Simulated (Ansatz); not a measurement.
**Cobalt, omega (AlB2-type) under PBE: from relaxation to bulk modulus**

What does PBE give for cobalt in the omega (AlB2-type) structure? We relax it, solve it on a dense k-mesh, then scale the cell to 7 volumes from 88 to 112 % of the relaxed one and try a fit of the equation of state. The start is ferromagnetic. The k-meshes are 9×9×13 for the relaxation; 12×12×17 for the dense run; 10×10×14 for the volumes.

Computed with Ansatz 0.2.0 (DFT PBE, plane waves (420 eV) with PAW, scalar-relativistic, unless a step says otherwise).

### 1 The starting structure

Symmetry: P6/mmm, No. 191, hexagonal system. Conventional cell: a = 3.970 Å, b = 3.970 Å, c = 2.434 Å, α = 90.00°, β = 90.00°, γ = 120.00°. Co (site symmetry 6/mmm) is surrounded by 14 Co at 2.43 to 2.60 Å. Co (site symmetry -6m2) has 11 Co at 2.29 to 2.60 Å as nearest neighbours.

Coordinates:

```cif
data_structure
_symmetry_space_group_name_H-M 'P6/mmm'
_symmetry_Int_Tables_number 191
_cell_length_a 3.9701
_cell_length_b 3.9701
_cell_length_c 2.4337
_cell_angle_alpha 90.000
_cell_angle_beta 90.000
_cell_angle_gamma 120.000
_cell_volume 33.22
loop_
_atom_site_label
_atom_site_type_symbol
_atom_site_symmetry_multiplicity
_atom_site_Wyckoff_symbol
_atom_site_fract_x
_atom_site_fract_y
_atom_site_fract_z
_atom_site_occupancy
Co1 Co 1 a 0.00000 0.00000 0.00000 1
Co2 Co 2 d 0.33333 0.66667 0.50000 1
```

Starting moments (μB): +1.7 ×3.

### 2 Relaxation of the cell

File input.yaml:

```yaml
crystal:
  lattice:
    - [3.9701439143, 0.0, 0.0]
    - [-1.9850719572, 3.4382454865, 0.0]
    - [0.0, 0.0, 2.4336982195]
  atoms:
    - { symbol: Co, position: [0.0, 0.0, 0.0], spin: 1.7 }
    - { symbol: Co, position: [0.3333333333, 0.6666666667, 0.5], spin: 1.7 }
    - { symbol: Co, position: [0.6666666667, 0.3333333333, 0.5], spin: 1.7 }
hamiltonian:
  xc: pbe
  pseudopotentials:
    kind: paw
    azcp:
      Co: "pseudopotentials/Co.paw.azcp"
basis:
  ecutwfc: 420
  fft_grid_basis: typed
kpoints:
  mp_grid: { grid: [9, 9, 13], shift: [0, 0, 0] }
magnetization:
  spin_polarized: true
scf:
  occupations: { method: fermi_dirac, width: 0.05 }
relax:
  max_steps: 60
  f_tol: 0.01
  cell: {}
output:
  write_density: true
  write_potential: true
  elf: true
  volumetric_format: npy
```

Launch:

```console
$ ansatz run input.yaml --threads 1 --pin off --max-ram 3584MiB --backend cpu --events-out ev --progress --plain --runs-dir out
```

The log of the run, cut to the lines that bear on the results:

```text
[...]
Pseudopotentials: kind: paw
Pseudopotential: Co, paw, valence charge 17, recommended cutoff 420 eV (normal), <dir>
Functional definition: PBE
[...]
Crystal: 3 atoms, lattice volume = 33.221 Å³
Basis set: ecut = 420 eV, 669 PW (Γ), exchange–correlation on 54×54×36 points (8 copies of the dense FFT grid, shifted against one another)
Bands: 34, of which v1, the nominal top of the filled ones, is band 26 counted from 1 (25 counted from 0)
Symmetry: 24 space group operations
Space group: P6/mmm (ITA 191), of the structure as read, at distance tolerance 3.2e-5 Å
Magnetic group: BNS 191.233 (UNI 1463), of the structure as read, at distance tolerance 3.2e-5 Å
k-points: 84 of 1053
[...]
        0.000000       0.000000      -0.005128
  P = ⅓ Tr σ = -0.0071 GPa (-0.071 kbar)
--- Band table (eV; the first three rows and the last of 168) ---
[...]
--- Relaxed structure (3 steps of the walk, 3 accepted, 1 SCFs on fresh bases) ---
  F+E_penalty+E_count = -15378.22341849 eV   max|allowed force component| = 5.243e-17 eV/Å   (the final SCF, on the basis selected at the relaxed cell)
  cell:  # Å, volume = 33.1758 Å³
    - [3.9630058423637387, 2.8815581626405188e-11, 0.0]
    - [-1.9815029212068245, 3.432063734818738, 0.0]
    - [0.0, 0.0, 2.439164842683867]
  atoms:
    - { symbol: Co, position: [-2.0812964041134288e-36, -4.667908753559068e-36, 0.0] }
    - { symbol: Co, position: [0.3333333333333333, 0.6666666666666664, 0.4999999999999999] }
    - { symbol: Co, position: [0.6666666666666666, 0.33333333333333326, 0.4999999999999999] }
```

Wall time 77 s (1 thread of Intel Xeon Platinum 8259CL at 2.50GHz (Skylake/Cascade Lake), shared host); peak memory 0.56 GiB.

The steps of the relaxation:

```
step  energy change (meV/atom)  largest force (eV/Å)  pressure (GPa)  volume (Å³/atom)
   1                      0.00                0.0000           -0.30            11.074
   2                     -0.11                0.0000           -0.15            11.066
   3                     -0.16                0.0000           -0.01            11.059
   4                     -0.14                0.0000           -0.01            11.059
```

Steps that repeat a cell are solved on a basis chosen anew, so their changes of energy are no gain of the relaxation.

Changes in the cell that was computed:

|  | before | after | change |
| --- | --- | --- | --- |
| a (Å) | 3.970 | 3.963 | -0.2 % |
| b (Å) | 3.970 | 3.963 | -0.2 % |
| c (Å) | 2.434 | 2.439 | +0.2 % |
| volume (Å³/atom) | 11.074 | 11.059 | -0.1 % |
| shortest distance (Å) | 2.292 | 2.288 | -0.2 % |
| space group (spins left aside) | P6/mmm | P6/mmm | same |

### 3 Dense single point

File input.yaml:

```yaml
crystal:
  lattice:
    - [3.9630058424, 0.0, 0.0]
    - [-1.9815029212, 3.4320637348, 0.0]
    - [0.0, 0.0, 2.4391648427]
  atoms:
    - { symbol: Co, position: [1.0, 1.0, 0.0], spin: 1.692 }
    - { symbol: Co, position: [0.3333333333, 0.6666666667, 0.5], spin: 1.75 }
    - { symbol: Co, position: [0.6666666667, 0.3333333333, 0.5], spin: 1.75 }
hamiltonian:
  xc: pbe
  pseudopotentials:
    kind: paw
    azcp:
      Co: "pseudopotentials/Co.paw.azcp"
basis:
  ecutwfc: 420
  fft_grid_basis: typed
kpoints:
  mp_grid: { grid: [12, 12, 17], shift: [0, 0, 0] }
magnetization:
  spin_polarized: true
scf:
  occupations: { method: fermi_dirac, width: 0.05 }
```

Launch:

```console
$ ansatz run input.yaml --threads 1 --pin off --max-ram 3584MiB --backend cpu --events-out ev --progress --plain --runs-dir out
```

The log of the run, cut to the lines that bear on the results:

```text
[...]
Pseudopotentials: kind: paw
Pseudopotential: Co, paw, valence charge 17, recommended cutoff 420 eV (normal), <dir>
Functional definition: PBE
[...]
Crystal: 3 atoms, lattice volume = 33.176 Å³
Basis set: ecut = 420 eV, 633 PW (Γ)
Bands: 34, of which v1, the nominal top of the filled ones, is band 26 counted from 1 (25 counted from 0)
Symmetry: 24 space group operations
[...]
Magnetization: 4.9757 μB (27.9879 up, 23.0121 down)
Absolute magnetization: 5.4437 μB (∫|ρ↑−ρ↓|, with the PAW one-centre terms)
Spin contamination: 0.0860 ħ² per cell (⟨S²⟩ above its minimum at these occupations)
Per-site moments (μB) at R_I (Å): [(1.6966014244698397, 1.00615549761375), (1.7444077512352394, 0.9438175270788757), (1.7444077512352396, 0.9438175270788757)]
Free energy (F): -15378.217699 eV
[...]
E sigma→0 (E₀):  -15378.209374 eV
Entropy (-TS):   -0.016650 eV (-5.550 meV/atom)
Fermi energy:    18.377025 eV
[...]
```

It took 50 s on 1 thread of Intel Xeon Platinum 8259CL at 2.50GHz (Skylake/Cascade Lake), shared host; peak memory 0.68 GiB.

### 4 The cell scaled to 88 % of its volume

File input.yaml:

```yaml
crystal:
  lattice:
    - [3.7976849774, 0.0, 0.0]
    - [-1.8988424887, 3.2888916659, 0.0]
    - [0.0, 0.0, 2.3374125724]
  atoms:
    - { symbol: Co, position: [1.0, 1.0, 0.0], spin: 1.697 }
    - { symbol: Co, position: [0.3333333333, 0.6666666667, 0.5], spin: 1.744 }
    - { symbol: Co, position: [0.6666666667, 0.3333333333, 0.5], spin: 1.744 }
hamiltonian:
  xc: pbe
  pseudopotentials:
    kind: paw
    azcp:
      Co: "pseudopotentials/Co.paw.azcp"
basis:
  ecutwfc: 420
  fft_grid_basis: typed
kpoints:
  mp_grid: { grid: [10, 10, 14], shift: [0, 0, 0] }
magnetization:
  spin_polarized: true
scf:
  occupations: { method: fermi_dirac, width: 0.05 }
  lower_state_search: "off"
output:
  stress: true
  write_density: true
  write_potential: true
  elf: true
  volumetric_format: npy
```

Launch:

```console
$ ansatz run input.yaml --threads 1 --pin off --max-ram 3584MiB --backend cpu --events-out ev --progress --plain --runs-dir out
```

The log of the run:

```text
Engine: ansatz 0.2.0, x86_64-unknown-linux-gnu
Pseudopotentials: kind: paw
Pseudopotential: Co, paw, valence charge 17, recommended cutoff 420 eV (normal), <dir>
Functional definition: PBE
  parameter kappa = 0.804
  parameter beta = 0.06672455060314922
  exchange = pbe_x(kappa = kappa, mu = beta*pi^2/3)
  correlation = pbe_c(beta = beta)
Crystal: 3 atoms, lattice volume = 29.195 Å³
Basis set: ecut = 420 eV, 583 PW (Γ)
Bands: 34, of which v1, the nominal top of the filled ones, is band 26 counted from 1 (25 counted from 0)
Symmetry: 24 space group operations
Space group: P6/mmm (ITA 191), of the structure as read, at distance tolerance 3.1e-5 Å
Magnetic group: BNS 191.233 (UNI 1463), of the structure as read, at distance tolerance 3.1e-5 Å
k-points: 112 of 1400
Non-local potential: Co, projectors of the file, l = 0: 3, l = 1: 2, l = 2: 3, l = 3: 1
PAW form: soft (Blöchl's): semilocal exchange-correlation on the pseudo side does not see the compensation charge
PAW one-centre angular grid: Co, 590 points (default); XC on 64 Gauss nodes
Initial density: superposition of atomic densities (chi_scale 0.1, normalization cell)
Starting moments: Σ|m| = 5.185 μB on 3 of 3 sites
Initial wavefunctions: pseudopotential atomic-orbital guess
Functional: x = pbe(κ = 0.804, μ = 0.2195149727645171), c = pbe(β = 0.06672455060314922)
iter 1 solved again at ethr=1.32e-3 eV; its pass at ethr=3.10e-3 eV (dr2=6.74e-1 eV) is discarded
SCF iter   1: F=—  HF=-15377.696571 eV  |F-HF|=—  |Δ(HF+E_count)|=         —  Δρ=5.68e-2 (↑2.10e-2 ↓5.68e-2)  dr2=6.76e-1  dr2_m=2.27e-1  M=4.615 μB ∫|m|=4.685 μB  β_m=0.30  ethr=1.32e-3  ⟨swp⟩=1.0  Hψ=35403  notcnv=0
preconditioner: auto → none  [metal: Δε(μ)=0.004 eV  Ē_g=9.614 eV  σ=0.050 eV  W_gap=0.02  n_scr=8 (ndim 8)  ℏωp=35.7 eV  f_vac=0.000  D(μ)=2.68/eV (n_scr^D=32)  sad-step TF]
SCF iter   2: F=—  HF=-15377.718220 eV  |F-HF|=—  |Δ(HF+E_count)|=   2.16e-2  Δρ=4.17e-2 (↑1.86e-2 ↓4.17e-2)  dr2=4.22e-1  dr2_m=1.48e-1  M=4.577 μB ∫|m|=4.702 μB  β_m=0.30  ethr=1.32e-3  ⟨swp⟩=2.1  Hψ=10629  notcnv=0
SCF iter   3: F=—  HF=-15377.974416 eV  |F-HF|=—  |Δ(HF+E_count)|=   2.56e-1  Δρ=1.09e-1 (↑4.25e-2 ↓1.09e-1)  dr2=5.47e0  dr2_m=4.01e-1  M=4.589 μB ∫|m|=4.760 μB  β_m=0.30  ethr=8.27e-4  ⟨swp⟩=2.9  Hψ=13139  notcnv=0  defer=125
SCF iter   4: F=—  HF=-15377.764207 eV  |F-HF|=—  |Δ(HF+E_count)|=   2.10e-1  Δρ=1.68e-2 (↑1.54e-2 ↓1.68e-2)  dr2=1.59e-2  dr2_m=6.42e-2  M=4.587 μB ∫|m|=4.794 μB  β_m=0.30  ethr=8.27e-4  ⟨swp⟩=2.2  Hψ=10994  notcnv=0  defer=313
SCF iter   5: F=—  HF=-15377.789213 eV  |F-HF|=—  |Δ(HF+E_count)|=   2.50e-2  Δρ=1.81e-2 (↑1.32e-2 ↓1.81e-2)  dr2=5.18e-2  dr2_m=5.23e-2  M=4.574 μB ∫|m|=4.811 μB  β_m=0.30  ethr=3.13e-5  ⟨swp⟩=2.1  Hψ=15052  notcnv=0  defer=312
SCF iter   6: F=—  HF=-15377.803954 eV  |F-HF|=—  |Δ(HF+E_count)|=   1.47e-2  Δρ=1.09e-2 (↑1.09e-2 ↓1.08e-2)  dr2=5.78e-3  dr2_m=2.98e-2  M=4.584 μB ∫|m|=4.846 μB  β_m=0.30  ethr=3.13e-5  ⟨swp⟩=2.3  Hψ=11192  notcnv=0  defer=312
SCF iter   7: F=—  HF=-15377.812692 eV  |F-HF|=—  |Δ(HF+E_count)|=   8.74e-3  Δρ=8.56e-3 (↑8.56e-3 ↓8.52e-3)  dr2=9.03e-4  dr2_m=1.93e-2  M=4.590 μB ∫|m|=4.872 μB  β_m=0.30  ethr=1.13e-5  ⟨swp⟩=1.7  Hψ=8506  notcnv=0  defer=312
SCF iter   8: F=—  HF=-15377.817318 eV  |F-HF|=—  |Δ(HF+E_count)|=   4.63e-3  Δρ=7.16e-3 (↑6.53e-3 ↓7.16e-3)  dr2=9.71e-5  dr2_m=1.25e-2  M=4.596 μB ∫|m|=4.892 μB  β_m=0.30  ethr=1.77e-6  ⟨swp⟩=2.0  Hψ=12496  notcnv=0  defer=312
SCF iter   9: F=—  HF=-15377.820270 eV  |F-HF|=—  |Δ(HF+E_count)|=   2.95e-3  Δρ=6.07e-3 (↑5.52e-3 ↓6.07e-3)  dr2=1.21e-4  dr2_m=8.97e-3  M=4.600 μB ∫|m|=4.909 μB  β_m=0.30  ethr=1.90e-7  ⟨swp⟩=2.0  Hψ=12818  notcnv=0  defer=312
Mixer restart at iter 9: flushing history
spin-set hold released at iteration 9 (site moments contracting): the magnetisation degrees of freedom join the quasi-Newton model from the next iteration; the mixer history was flushed
SCF iter  10: F=—  HF=-15377.822148 eV  |F-HF|=—  |Δ(HF+E_count)|=   1.88e-3  Δρ=5.18e-3 (↑5.18e-3 ↓4.73e-3)  dr2=2.60e-3  dr2_m=5.86e-3  M=4.607 μB ∫|m|=4.927 μB  β_m=0.65  ethr=1.90e-7  ⟨swp⟩=2.4  Hψ=13075  notcnv=0  defer=312
SCF iter  11: F=—  HF=-15377.839231 eV  |F-HF|=—  |Δ(HF+E_count)|=   1.71e-2  Δρ=2.93e-2 (↑8.05e-3 ↓2.93e-2)  dr2=3.47e-1  dr2_m=3.16e-2  M=4.589 μB ∫|m|=4.925 μB  β_m=0.14  ethr=1.90e-7  ⟨swp⟩=3.0  Hψ=17604  notcnv=0  defer=313  recentre
SCF iter  12: F=—  HF=-15377.823798 eV  |F-HF|=—  |Δ(HF+E_count)|=   1.54e-2  Δρ=3.57e-3 (↑3.34e-3 ↓3.57e-3)  dr2=1.51e-5  dr2_m=3.19e-3  M=4.614 μB ∫|m|=4.947 μB  β_m=0.41  ethr=1.90e-7  ⟨swp⟩=3.0  Hψ=17795  notcnv=0  defer=309
SCF iter  13: F=—  HF=-15377.825168 eV  |F-HF|=—  |Δ(HF+E_count)|=   1.37e-3  Δρ=8.88e-4 (↑8.88e-4 ↓2.09e-4)  dr2=1.52e-4  dr2_m=5.04e-5  M=4.637 μB ∫|m|=4.998 μB  β_m=0.37  ethr=2.97e-8  ⟨swp⟩=3.0  Hψ=16623  notcnv=0  defer=300
SCF iter  14: F=—  HF=-15377.825154 eV  |F-HF|=—  |Δ(HF+E_count)|=   1.45e-5  Δρ=4.44e-4 (↑2.99e-4 ↓4.44e-4)  dr2=6.34e-5  dr2_m=1.39e-5  M=4.640 μB ∫|m|=5.003 μB  β_m=0.32  ethr=2.97e-8  ⟨swp⟩=2.3  Hψ=13533  notcnv=0  defer=300
SCF iter  15: F=—  HF=-15377.825152 eV  |F-HF|=—  |Δ(HF+E_count)|=   1.69e-6  Δρ=2.70e-4 (↑7.71e-5 ↓2.70e-4)  dr2=1.12e-5  dr2_m=6.86e-6  M=4.641 μB ∫|m|=5.003 μB  β_m=0.66  ethr=2.97e-8  ⟨swp⟩=2.3  Hψ=11758  notcnv=0  defer=300
SCF iter  16: F=—  HF=-15377.825156 eV  |F-HF|=—  |Δ(HF+E_count)|=   4.16e-6  Δρ=2.52e-4 (↑5.24e-5 ↓2.52e-4)  dr2=2.05e-5  dr2_m=3.32e-6  M=4.642 μB ∫|m|=5.003 μB  β_m=0.83  ethr=2.19e-8  ⟨swp⟩=1.2  Hψ=7394  notcnv=0  defer=300
SCF iter  17: F=—  HF=-15377.825155 eV  |F-HF|=—  |Δ(HF+E_count)|=   5.56e-7  Δρ=7.72e-5 (↑2.03e-5 ↓7.72e-5)  dr2=2.20e-6  dr2_m=2.59e-7  M=4.642 μB ∫|m|=5.003 μB  β_m=0.92  ethr=2.19e-8  ⟨swp⟩=1.0  Hψ=7316  notcnv=0  defer=300
SCF iter  18: F=-15377.825155 eV  HF=-15377.825155 eV  |F-HF|=5.28e-8  |Δ(HF+E_count)|=   8.56e-8  Δρ=1.21e-5 (↑2.72e-6 ↓1.21e-5)  dr2=6.02e-8  dr2_m=6.04e-9  M=4.642 μB ∫|m|=5.003 μB  ethr=1.96e-10  ⟨swp⟩=9.9  Hψ=47142  notcnv=0
SCF 1 converged in 18 iterations: F = -15377.825155 eV  dr2 = 6.02e-8
SCF converged after 18 iterations
Magnetization: 4.6424 μB (27.8212 up, 23.1788 down)
Absolute magnetization: 5.0051 μB (∫|ρ↑−ρ↓|, with the PAW one-centre terms)
Spin contamination: 0.0611 ħ² per cell (⟨S²⟩ above its minimum at these occupations)
Per-site moments (μB) at R_I (Å): [(1.5678933943247972, 0.9641826861149999), (1.6122956018812846, 0.9044452081361029), (1.6122956018812844, 0.9044452081361029)]
Free energy (F): -15377.825155 eV
Harris-Foulkes:  -15377.825155 eV  (|F-HF|=5.28e-8)
Internal energy: -15377.805928 eV  (E = F + TS)
E sigma→0 (E₀):  -15377.815542 eV
Entropy (-TS):   -0.019227 eV (-6.409 meV/atom)
Fermi energy:    21.403861 eV
--- Per-component energies (eV) ---
  E_band       = -608.535550
  E_kinetic    = 1373.065018
  E_local      = -8058.309035  (includes V_loc(G=0)·N_el)
  E_nonlocal   = 1364.710960
  E_hartree    = 3402.457887
  E_xc         = -480.942585
  E_vxc        = -620.931669  (∫ρ·V_xc dr)
  E_paw        = -4548.750413  (= ΣΔE_a)
  E_vpaw       = -1471.983808  (= ΣTr[D̂ρ^β])
  E_aug_tail   = 0.000232  (compensation charges beyond the density's cutoff)
  E_ewald      = -8430.037992
  E_smearing   = -0.019227  (= −TS)
  E_closure    = 0.000000  (closes the sum)
  Σ components = -15377.825155   (vs F -15377.825155, Δ=0.00e0)
--- Stress (GPa, compression-positive) ---
       36.340841       0.000000       0.000000
        0.000000      36.340841       0.000000
        0.000000       0.000000      33.640315
  P = ⅓ Tr σ = 35.4407 GPa (354.407 kbar)
--- Band table (eV; the first three rows and the last of 224) ---
  k-point 0 ↑: bands = ["-74.9112", "-74.7743", "-74.6377", "-38.3179", "-38.3179", "-38.0386", "-38.0386", "-37.9909", "-37.8971", "-37.7961", "-37.7961", "-37.7263", "11.5945", "16.0631", "17.5454", "17.5454", "17.5798", "17.5798", "17.8972", "18.3493", "18.8557", "18.8557", "19.2151", "19.2151", "19.4379", "19.4379", "20.8772", "20.8772", "28.4498", "28.4498", "28.4505", "28.4505", "31.5208", "31.5738"]
  k-point 1 ↑: bands = ["-74.9088", "-74.7724", "-74.6360", "-38.3161", "-38.3161", "-38.0341", "-38.0341", "-38.0067", "-37.9122", "-37.7976", "-37.7976", "-37.7429", "11.7490", "16.1592", "17.4467", "17.4467", "17.5147", "17.5147", "18.0472", "18.4492", "18.7487", "18.7487", "19.3853", "19.3853", "19.4205", "19.4205", "20.8491", "20.8491", "28.5920", "28.5920", "28.6168", "28.6168", "31.5487", "31.5930"]
  k-point 2 ↑: bands = ["-74.9023", "-74.7671", "-74.6313", "-38.3108", "-38.3108", "-38.0510", "-38.0210", "-38.0210", "-37.9543", "-37.8023", "-37.8023", "-37.7890", "12.2019", "16.4241", "17.1770", "17.1770", "17.3392", "17.3392", "18.4797", "18.6497", "18.6497", "18.7458", "19.3558", "19.3558", "19.6589", "19.6589", "20.7890", "20.7890", "29.0043", "29.0043", "29.0958", "29.0958", "31.5832", "31.6477"]
  k-point 111 ↓: bands = ["-72.8183", "-72.8013", "-72.6806", "-36.4772", "-36.3373", "-36.3134", "-36.1963", "-36.1751", "-36.1204", "-35.9700", "-35.9612", "-35.9104", "16.5552", "17.5496", "18.0779", "18.1104", "18.1908", "18.3428", "19.5490", "20.1032", "20.3188", "20.4053", "21.4043", "22.4891", "22.6347", "22.7383", "22.9463", "23.6186", "25.5904", "26.8682", "29.3601", "29.5907", "30.6717", "38.2550"]
```

It took 35 s on 1 thread of Intel Xeon Platinum 8259CL at 2.50GHz (Skylake/Cascade Lake), shared host; peak memory 0.55 GiB.

Density in a lattice plane of the grid's cell (edges 3.80 and 3.80 Å, at 0.500 of the third edge), which holds Co. It is the smooth density of the valence electrons, not physical close to the nuclei.

Values in e/Å³, 12 rows by 12 columns:
```
 0.39  0.35  0.33  0.39  0.67  1.11  1.04  0.60  0.38  0.33  0.35  0.39
 0.34  0.33  0.41  1.06  3.50  5.62  3.07  0.90  0.38  0.33  0.34  0.35
 0.33  0.39  1.06  6.27 22.60 21.58  5.72  0.90  0.37  0.33  0.33  0.33
 0.40  0.67  3.50 22.60 48.22 21.99  3.75  0.64  0.40  0.37  0.38  0.38
 0.48  1.11  5.62 21.58 21.99  5.78  1.17  0.48  0.64  0.90  0.90  0.60
 0.57  1.04  3.07  5.72  3.75  1.17  0.64  1.17  3.75  5.72  3.07  1.04
 0.48  0.60  0.90  0.90  0.64  0.48  1.17  5.78 21.99 21.58  5.62  1.11
 0.40  0.38  0.38  0.37  0.40  0.64  3.75 21.99 48.22 22.60  3.50  0.67
 0.33  0.33  0.33  0.33  0.37  0.90  5.72 21.58 22.60  6.27  1.06  0.39
 0.34  0.35  0.34  0.33  0.38  0.90  3.07  5.62  3.50  1.06  0.41  0.33
 0.39  0.39  0.35  0.33  0.38  0.60  1.04  1.11  0.67  0.39  0.33  0.35
 0.40  0.39  0.34  0.33  0.40  0.48  0.57  0.48  0.40  0.33  0.34  0.39
```
Columns run along the first of these edges and rows up along the second, over one cell in 12 and 12 even steps from the bottom left corner. Atoms in the plane (fractional): Co at (0.33, 0.67), Co at (0.67, 0.33).

Spin density (up less down) in a lattice plane of the grid's cell (edges 3.80 and 3.80 Å, at 0.500 of the third edge), which holds Co.

Ten even steps from '0' (-0.02 e/Å³) to '9' (5.82 e/Å³):
```
000000000000000000000000
000000000000000000000000
000000000000000000000000
000000001111000000000000
000000124542000000000000
000000269942000000000000
000001589731000000000000
000002466310000000000000
000001222100000000000000
000000000000000000000000
000000000000000122210000
000000000000001366420000
000000000000013798510000
000000000000024996200000
000000000000024542100000
000000000000011110000000
000000000000000000000000
000000000000000000000000
000000000000000000000000
000000000000000000000000
```
Columns run along the first of these edges and rows up along the second, over one cell in 24 and 20 even steps from the bottom left corner. Atoms in the plane (fractional): Co at (0.33, 0.67), Co at (0.67, 0.33).

### 5 The cell scaled to 92 % of its volume

Edit input.yaml of step 4 so:

```diff
@@ -2,5 +2,5 @@
   lattice:
-    - [3.7976849774, 0.0, 0.0]
-    - [-1.8988424887, 3.2888916659, 0.0]
-    - [0.0, 0.0, 2.3374125724]
+    - [3.8543752005, 0.0, 0.0]
+    - [-1.9271876003, 3.3379868394, 0.0]
+    - [0.0, 0.0, 2.3723044713]
   atoms:
@@ -27,5 +27 @@
   stress: true
-  write_density: true
-  write_potential: true
-  elf: true
-  volumetric_format: npy
```

Launch:

```console
$ ansatz run input.yaml --threads 1 --pin off --max-ram 3584MiB --backend cpu --events-out ev --progress --plain --runs-dir out
```

The log of the run, cut to the lines that bear on the results:

```text
[...]
Pseudopotentials: kind: paw
Pseudopotential: Co, paw, valence charge 17, recommended cutoff 420 eV (normal), <dir>
Functional definition: PBE
[...]
Crystal: 3 atoms, lattice volume = 30.522 Å³
Basis set: ecut = 420 eV, 619 PW (Γ)
Bands: 34, of which v1, the nominal top of the filled ones, is band 26 counted from 1 (25 counted from 0)
Symmetry: 24 space group operations
[...]
Per-site moments (μB) at R_I (Å): [(1.5999366004531748, 0.9785755944112501), (1.670275117376857, 0.917946380828089), (1.6702751173768575, 0.917946380828089)]
Free energy (F): -15378.056190 eV
[...]
E sigma→0 (E₀):  -15378.047228 eV
Entropy (-TS):   -0.017924 eV (-5.975 meV/atom)
Fermi energy:    20.308608 eV
[...]
--- Stress (GPa, compression-positive) ---
       21.381494       0.000000      -0.000000
        0.000000      21.381494      -0.000000
        0.000000      -0.000000      19.836488
  P = ⅓ Tr σ = 20.8665 GPa (208.665 kbar)
```

Wall time 30 s (1 thread of Intel Xeon Platinum 8259CL at 2.50GHz (Skylake/Cascade Lake), shared host); peak memory 0.54 GiB.

### 6 The cell scaled to 96 % of its volume

Edit input.yaml of step 5 so:

```diff
@@ -2,5 +2,5 @@
   lattice:
-    - [3.8543752005, 0.0, 0.0]
-    - [-1.9271876003, 3.3379868394, 0.0]
-    - [0.0, 0.0, 2.3723044713]
+    - [3.9094451436, 0.0, 0.0]
+    - [-1.9547225718, 3.3856788091, 0.0]
+    - [0.0, 0.0, 2.4061991145]
   atoms:
```

Launch:

```console
$ ansatz run input.yaml --threads 1 --pin off --max-ram 3584MiB --backend cpu --events-out ev --progress --plain --runs-dir out
```

The log of the run, cut to the lines that bear on the results:

```text
[...]
Pseudopotentials: kind: paw
Pseudopotential: Co, paw, valence charge 17, recommended cutoff 420 eV (normal), <dir>
Functional definition: PBE
[...]
Crystal: 3 atoms, lattice volume = 31.849 Å³
Basis set: ecut = 420 eV, 621 PW (Γ)
Bands: 34, of which v1, the nominal top of the filled ones, is band 26 counted from 1 (25 counted from 0)
Symmetry: 24 space group operations
[...]
Per-site moments (μB) at R_I (Å): [(1.6363584915933052, 0.9925571347312501), (1.7053357645493799, 0.931061672496904), (1.7053357645493805, 0.931061672496904)]
Free energy (F): -15378.178518 eV
[...]
E sigma→0 (E₀):  -15378.169438 eV
Entropy (-TS):   -0.018161 eV (-6.054 meV/atom)
Fermi energy:    19.305529 eV
[...]
--- Stress (GPa, compression-positive) ---
        9.367352      -0.000000      -0.000000
       -0.000000       9.367352      -0.000000
       -0.000000      -0.000000       8.673110
  P = ⅓ Tr σ = 9.1359 GPa (91.359 kbar)
```

Run time: 55 s. Hardware: 1 thread of Intel Xeon Platinum 8259CL at 2.50GHz (Skylake/Cascade Lake), shared host; peak memory 0.55 GiB.

[end of part 1 of 2]
